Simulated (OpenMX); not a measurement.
Crystal: Pd.

```
CELL_PARAMETERS angstrom
0.00000 1.94650 1.94650
1.94650 0.00000 1.94650
1.94650 1.94650 0.00000
ATOMIC_POSITIONS crystal
Pd 0.00000 0.00000 0.00000
```

Base run:

| Property | Result |
| --- | --- |
| Program | OpenMX 3.8.5 |
| Functional | PBE |
| Potentials or basis | OpenMX 2013 PBE set, Pd7.0-s3p2d2f1, grid cutoff 400 Ry |
| k mesh | 13 × 13 × 13 |
| Occupations | fermi-dirac, width 0.05 eV |
| Spin | no spin polarisation |

Its results: pressure 9.3 GPa.

Q: The run is repeated on the same cell with these changes: functional from PBE to LDA; potentials or basis from OpenMX 2013 PBE set, Pd7.0-s3p2d2f1, grid cutoff 400 Ry to OpenMX 2013 LDA set, Pd7.0-s3p2d2, grid cutoff 400 Ry. What comes out?

A: Pressure -3.9 GPa.

Caveats: the basis of atomic orbitals isn't converged, which shifts pressures, moduli and gaps.
